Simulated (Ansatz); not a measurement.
# IrO2: the cost of one run

Computed with Ansatz 0.2.0 (DFT PBE, scalar-relativistic, plane waves, PAW, unless a step's input says otherwise).

71 further runs of the same task are left out: 71 set aside as unsound or not needed.

**1. The starting structure**

It takes space group P4_2/mnm (No. 136, tetragonal). The conventional cell has a = 4.499 Å, b = 4.499 Å, c = 3.146 Å, α = 90.00°, β = 90.00°, γ = 90.00°. Ir (site symmetry mmm) has 6 O at 1.98 Å as nearest neighbours. Around O (site symmetry m2m) lie 3 Ir at 1.98 Å.

Structure file:

```cif
data_structure
_symmetry_space_group_name_H-M 'P 1'
_symmetry_Int_Tables_number 1
_cell_length_a 4.4990
_cell_length_b 4.4990
_cell_length_c 3.1460
_cell_angle_alpha 90.000
_cell_angle_beta 90.000
_cell_angle_gamma 90.000
_cell_volume 63.68
loop_
_atom_site_label
_atom_site_type_symbol
_atom_site_fract_x
_atom_site_fract_y
_atom_site_fract_z
_atom_site_occupancy
Ir1 Ir 0.00000 0.00000 0.00000 1
Ir2 Ir 0.50000 0.50000 0.50000 1
O1 O 0.31100 0.31100 0.00000 1
O2 O 0.18900 0.81100 0.50000 1
O3 O 0.68900 0.68900 0.00000 1
O4 O 0.81100 0.18900 0.50000 1
```

The structure comes from the Crystallography Open Database.

**5. The grid**

Atoms count from 1 in the order of the input.

The energy is mapped over a free internal coordinate and the cell.

- shift of O3 along [1 1 0], its symmetry partners moved as symmetry demands (measured in the relaxed cell): 11 values from −0.237 to 0.237 Å
- c/a of the conventional cell at fixed volume: 11 values from 0.611 to 0.793

Nothing else is relaxed (all other coordinates fixed). Energies count from the relaxed crystal. Points are written as (first, second).

(The set-up runs are not shown.)

**6. Grid point (−0.047 Å, 0.684)**

The input, input.yaml:

```yaml
crystal:
  lattice:
    - [4.5688985182, 0.0, 0.0]
    - [0.0, 4.5688985182, 0.0]
    - [0.0, 0.0, 3.1246696966]
  atoms:
    - { symbol: Ir, position: [0.0, 0.0, 0.0] }
    - { symbol: Ir, position: [0.5, 0.5, 0.5] }
    - { symbol: O, position: [0.3010202665, 0.3010202665, 0.0] }
    - { symbol: O, position: [0.1989797335, 0.8010202665, 0.5] }
    - { symbol: O, position: [0.6989797335, 0.6989797335, 0.0] }
    - { symbol: O, position: [0.8010202665, 0.1989797335, 0.5] }
basis:
  ecutwfc: 520.0
kpoints:
  mp_grid: { grid: [10, 10, 12] }
hamiltonian:
  xc: pbe
  pseudopotentials: { kind: paw, azcp: { folder: soft_1 } }
scf:
  occupations: { method: gaussian, width: 0.15 }
output:
  forces: true
  stress: true
  eigenvalues: true
```

Launch:

```console
ansatz run input.yaml --threads 4 --pin off --max-ram 8192MiB --backend cpu --events-out ev --progress --plain --runs-dir out
```

Q: Estimate wall time and peak memory on 4 threads of Arm Neoverse V2, shared host.

About 5.1 s, with a peak of 0.59 GiB.
